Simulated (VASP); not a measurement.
# Hg (C2/m) in VASP: further runs

Runs on Hg. Level: r2SCAN. Tasks: single point.

Everything below comes from runs of VASP 6.6.1. Logs are shortened: lines on timing, memory, paths and dates and some standing lists are left out, and cuts for length are marked.

## Step 1: Starting point

It takes space group C2/m (No. 12, monoclinic). The conventional cell has a = 4.249 Å, b = 5.345 Å, c = 3.583 Å, α = 90.00°, β = 126.18°, γ = 90.00°. Around Hg (site symmetry 2/m) lie 8 Hg at 3.41 to 3.59 Å.

## Step 2: Single point, r2SCAN

The input, INCAR:

```
SYSTEM = Hg
PREC = Accurate
ENCUT = 220
EDIFF = 1E-6
ISMEAR = 0
SIGMA = 0.1
LREAL = .FALSE.
LASPH = .TRUE.
NELM = 100
ALGO = Normal
ISIF = 2
LWAVE = .FALSE.
LCHARG = .FALSE.
METAGGA = R2SCAN
LMIXTAU = .TRUE.
NBANDS = 12
ADDGRID = .FALSE.
```

The input, KPOINTS:

```
Automatic mesh
0
G
  10 10 10
  0 0 0
```

The input, POSCAR:

```
Hg
1.0
    2.1243184923     -2.6725824964      0.0000000000
    2.1243184923      2.6725824964      0.0000000000
   -2.1151288124      0.0000000000      2.8921990043
Hg
1
Direct
    0.0000000000      0.0000000000      0.0000000000
```

Potentials or basis: VASP PAW PBE potentials, release 64 (Hg).

Run with:

```bash
$ cat potpaw_PBE.64/Hg/POTCAR > POTCAR
$ mpirun -np 1 vasp_std > vasp.out
```

OUTCAR:

```text
SYSTEM = Hg
   PREC = Accurate
   ENCUT = 220
   EDIFF = 1E-6
   ISMEAR = 0
   LREAL = .FALSE.
   LASPH = .TRUE.
   NELM = 100
   ISIF = 2
   METAGGA = R2SCAN

 Found    282 irreducible k-points:

 Following reciprocal coordinates:
            Coordinates               Weight
  0.000000  0.000000  0.000000      1.000000
  0.100000  0.000000  0.000000      4.000000
  0.200000  0.000000  0.000000      4.000000
  0.300000  0.000000  0.000000      4.000000
  0.400000  0.000000  0.000000      4.000000
  0.500000 -0.000000  0.000000      2.000000
   k-points           NKPTS =    282   k-points in BZ     NKDIM =    282   number of bands    NBANDS=     12
   number of dos      NEDOS =    301   number of ions     NIONS =      1
   total plane-waves  NPLWV =   5832
   dimension x,y,z NGX =    18 NGY =   18 NGZ =   18
   dimension x,y,z NGXF=    36 NGYF=   36 NGZF=   36
   ions per type =               1
   NGX,Y,Z   is equivalent  to a cutoff of   8.77,  8.77,  8.35 a.u.
   NGXF,Y,Z  is equivalent  to a cutoff of  17.53, 17.53, 16.70 a.u.
 SYSTEM =  Hg
   PREC   = accura    normal or accurate (medium, high low for compatibility)
   ISTART =      0    job   : 0-new  1-cont  2-samecut
   ICHARG =      2    charge: 1-file 2-atom 10-const
   ISPIN  =      1    spin polarized calculation?
   LNONCOLLINEAR =      F non collinear calculations
   LSORBIT =      F    spin-orbit coupling
   LASPH  =      T    aspherical Exc in radial PAW
   ENCUT  =  220.0 eV  16.17 Ry    4.02 a.u.   4.13  4.13  4.33*2*pi/ulx,y,z
   NELM   =    100;   NELMIN=  2; NELMDL= -5     # of ELM steps
   EDIFF  = 0.1E-05   stopping-criterion for ELM
   LREAL  =      F    real-space projection
   EDIFFG = 0.1E-04   stopping-criterion for IOM
   NSW    =      0    number of steps for IOM
   IBRION =     -1    ionic relax: 0-MD 1-quasi-New 2-CG
   NFREE  =      0    steps in history (QN), initial steepest desc. (CG)
   ISIF   =      2    stress and relaxation
   ISYM   =      2    0-nonsym 1-usesym 2-fastsym
   POTIM  = 0.5000    time-step for ionic-motion
   TEBEG  =    0.0;   TEEND  =   0.0 temperature during run
   PSTRESS=    0.0 pullay stress
   NELECT =      12.0000    total number of electrons
   NUPDOWN=      -1.0000    fix difference up-down
   EMIN   =  10.00;   EMAX   =-10.00  energy-range for DOS
   EFERMI =   0.00;   METHOD = LEGACY
   ISMEAR =     0;   SIGMA  =   0.10  broadening in eV -4-tet -1-fermi 0-gaus
   EFERMI_NEDOS =   21; number of points for ismear=-14 and -15
   IALGO  =     38    algorithm
   IMIX   =      4    mixing-type and parameters
     AMIX     =   0.40;   BMIX     =  1.00
     AMIX_MAG =   1.60;   BMIX_MAG =  1.00
  volume/ion in A,a.u.               =      32.84       221.62
  Fermi-wavevector in a.u.,A,eV,Ry     =   1.170395  2.211725 18.637577  1.369823
  Thomas-Fermi vector in A             =   2.306854
   LORBIT       =      0    0 simple, 1 ext, 2 COOP (PROOUT), +10 PAW based schemes
   METAGGA = R2SCAN    functional components
   LHFCALC =     F    Hartree Fock is set to
   AEXX    =    0.0000 exact exchange contribution
   IVDW    =     0    specifies the selected vdW correction
   LEPSILON=     F    determine dielectric tensor
   LRPA    =     F    only Hartree local field effects (RPA)
 non-spin polarized calculation
 Gauss-broadening in eV      SIGMA  =   0.10
  energy-cutoff  :      220.00
  volume of cell :       32.84
 maximum number of plane-waves:       254
 NGX is ok and might be reduce to    18
   NGX =  9   NGY =  9   NGZ =  9

 number of electron      12.0000024 magnetization

 Free energy of the ion-electron system (eV)
  ---------------------------------------------------
  ext. energy  EPLUGINS =         0.00000000
  ---------------------------------------------------
  free energy    TOTEN  =       -49.30052623 eV

  energy without entropy =      -49.29954772  energy(sigma->0) =      -49.30003698

 E-fermi :   0.5982     XC(G=0):  -9.5781

 val. band max:        0.5868230069   @ k =   0.5000   0.4000   0.5000
 cond. band min:       0.6224683936   @ k =  -0.1000   0.5000   0.1000
 fundamental gap:      0.0356453867
 Fermi energy:         0.5982083380

 k-point     1 :       0.0000    0.0000    0.0000
  band No.  band energies     occupation
      1      -6.4864      2.00000
      2      -6.3311      2.00000
      3      -6.1111      2.00000
      4      -6.0878      2.00000
      5      -5.7819      2.00000
      6      -5.6605      2.00000
      7      12.5979      0.00000
      8      12.8093      0.00000
      9      13.2475      0.00000
     10      14.6371      0.00000
     11      14.8807      0.00000
     12      17.0444      0.00000

 k-point     2 :       0.1000    0.0000    0.0000
  band No.  band energies     occupation
      1      -6.3572      2.00000
      2      -6.2346      2.00000
      3      -6.1190      2.00000
      4      -6.0302      2.00000
      5      -5.7898      2.00000
      6      -5.6698      2.00000
      7      10.8713      0.00000
      8      12.1058      0.00000
      9      12.8390      0.00000
     10      14.2089      0.00000
     11      14.7472      0.00000
     12      16.4315      0.00000

 k-point     3 :       0.2000    0.0000    0.0000
  band No.  band energies     occupation
      1      -6.3550      2.00000
      2      -6.1874      2.00000
      3      -5.9187      2.00000
      4      -5.8170      2.00000
      5      -5.6961      2.00000
      6      -5.5079      2.00000
      7       7.7088      0.00000
      8      10.8608      0.00000
      9      12.1445      0.00000
     10      13.6149      0.00000
     11      15.0921      0.00000
     12      15.6763      0.00000

 k-point     4 :       0.3000    0.0000    0.0000
  band No.  band energies     occupation
      1      -6.4062      2.00000
      2      -6.2768      2.00000
      3      -5.8193      2.00000
      4      -5.7182      2.00000
      5      -5.6747      2.00000
      6      -4.3974      2.00000
      7       4.6600      0.00000
      8       9.6760      0.00000
      9      11.3739      0.00000
     10      13.1512      0.00000
     11      15.1194      0.00000
     12      15.9512      0.00000

 k-point     5 :       0.4000    0.0000    0.0000
  band No.  band energies     occupation
      1      -6.4749      2.00000
      2      -6.3400      2.00000
      3      -5.8248      2.00000
      4      -5.6900      2.00000
      5      -5.4871      2.00000
      6      -2.8961      2.00000
      7       1.9743      0.00000
      8       8.8542      0.00000
      9      10.8191      0.00000
     10      12.8916      0.00000
     11      14.8677      0.00000
     12      16.7781      0.00000

 k-point     6 :       0.5000   -0.0000    0.0000
  band No.  band energies     occupation
      1      -6.5036      2.00000
      2      -6.3591      2.00000
      3      -5.8288      2.00000
      4      -5.6815      2.00000
      5      -5.4100      2.00000
      6      -1.6465      2.00000
      7       0.3283      1.99987
      8       8.5604      0.00000
      9      10.6208      0.00000
     10      12.8192      0.00000
     11      14.7932      0.00000
     12      17.1458      0.00000

 [... further k-points ...]

------------------------ aborting loop because EDIFF is reached ----------------------------------------

  FORCE on cell =-STRESS in cart. coord.  units (eV):
  Direction    XX          YY          ZZ          XY          YZ          ZX
  --------------------------------------------------------------------------------------
  -------------------------------------------------------------------------------------
  Total       -1.3580201     -1.2812700     -1.4357974      0.0000000      0.0000000      0.0017573
  in kB      -66.2533541    -62.5089658    -70.0478539      0.0000000      0.0000000      0.0857332
  external PRESSURE =     -66.2700580 kB  Pullay stress =       0.0000000 kB

 VOLUME and BASIS-vectors are now :
 -----------------------------------------------------------------------------
  energy-cutoff  :      220.00
  volume of cell :       32.84
      direct lattice vectors                 reciprocal lattice vectors
     2.124318492 -2.672582496  0.000000000     0.235369603 -0.187084964  0.172130973
     2.124318492  2.672582496  0.000000000     0.235369603  0.187084964  0.172130973
    -2.115128812  0.000000000  2.892199004     0.000000000  0.000000000  0.345757674

 POSITION                                       TOTAL-FORCE (eV/Angst)
 -----------------------------------------------------------------------------------
      0.00000      0.00000      0.00000        -0.000000      0.000000      0.000000
 -----------------------------------------------------------------------------------
    total drift:                                0.000000      0.000000      0.000000

  FREE ENERGIE OF THE ION-ELECTRON SYSTEM (eV)
  ---------------------------------------------------
  free  energy   TOTEN  =       -49.3005262338 eV

  energy  without entropy=      -49.2995477184  energy(sigma->0) =      -49.30003698
```

OSZICAR:

```text
N       E                     dE             d eps       ncg     rms          rms(c)
DAV:   1    -0.206952096567E+02   -0.20695E+02   -0.40650E+03  8088   0.455E+02
DAV:   2    -0.529020481959E+02   -0.32207E+02   -0.31267E+02  7948   0.142E+02
DAV:   3    -0.532541038962E+02   -0.35206E+00   -0.35198E+00  7720   0.149E+01
DAV:   4    -0.532543570044E+02   -0.25311E-03   -0.25311E-03  7600   0.401E-01
DAV:   5    -0.532543575969E+02   -0.59244E-06   -0.59245E-06  7652   0.192E-02    0.172E+00
DAV:   6    -0.492366946260E+02    0.40177E+01   -0.22115E+00  6852   0.158E+01    0.328E+00
DAV:   7    -0.492938879670E+02   -0.57193E-01   -0.65920E-02  7836   0.258E+00    0.183E+00
DAV:   8    -0.492770203980E+02    0.16868E-01   -0.67293E-02  6792   0.232E+00    0.279E-01
DAV:   9    -0.492304467574E+02    0.46574E-01   -0.69717E-02  6768   0.187E+00    0.236E-01
DAV:  10    -0.492267984201E+02    0.36483E-02   -0.83726E-04  7636   0.215E-01    0.319E-01
DAV:  11    -0.492774596088E+02   -0.50661E-01   -0.12150E-02  6768   0.853E-01    0.205E-01
DAV:  12    -0.493004745125E+02   -0.23015E-01   -0.97711E-03  6808   0.670E-01    0.216E-02
DAV:  13    -0.493005035827E+02   -0.29070E-04   -0.75881E-05  7760   0.728E-02    0.270E-02
DAV:  14    -0.493005192537E+02   -0.15671E-04   -0.33627E-06  7376   0.157E-02    0.196E-02
DAV:  15    -0.493005128817E+02    0.63720E-05   -0.10909E-05  7064   0.225E-02    0.142E-02
DAV:  16    -0.493005212366E+02   -0.83550E-05   -0.14038E-06  6960   0.818E-03    0.123E-02
DAV:  17    -0.493005261295E+02   -0.48928E-05   -0.33357E-06  6832   0.144E-02    0.118E-03
DAV:  18    -0.493005262338E+02   -0.10436E-06   -0.20755E-07  4628   0.381E-03
   1 F= -.49300526E+02 E0= -.49300037E+02  d E =-.978515E-03
```

Run time: 2.4 min. Hardware: 1 thread of Intel Xeon Platinum 8259CL at 2.50GHz (Skylake/Cascade Lake), shared host; peak memory 0.14 GiB.

The run converged, but a check on its numbers failed (symmetry, net force, bounds or a known fault of this set-up), so they aren't taken as properties of the crystal.

Caveat: the cutoff lies under the usual one of these potentials, so the numbers hold a large basis-set error; the PAW data sets were made with another functional, which shifts forces and pressure a little.

## Step 3: Single point, r2SCAN

INCAR, as its differences from that of step 2:

```diff
@@ -2,3 +2,3 @@
 PREC = Accurate
-ENCUT = 220
+ENCUT = 400
 EDIFF = 1E-6
```

The input, KPOINTS:

```
Automatic mesh
0
G
  8 8 8
  0 0 0
```

POSCAR is that of step 2.

Potentials or basis: VASP PAW PBE potentials, release 64 (Hg).

Run with:

```bash
$ cat potpaw_PBE.64/Hg/POTCAR > POTCAR
$ mpirun -np 1 vasp_std > vasp.out
```

Run time: 93 s. Hardware: 1 thread of Intel Xeon Platinum 8259CL at 2.50GHz (Skylake/Cascade Lake), shared host; peak memory 0.16 GiB.

These settings aren't checked as converged: the numbers below hold their error.

Results:

```
Free energy            : -49.3259 eV
Pressure               : -1.7 GPa
Band gap on the k mesh : none (metal or under the smearing width)
```

Caveat: the PAW data sets were made with another functional, which shifts forces and pressure a little.

[end of part 1 of 2]
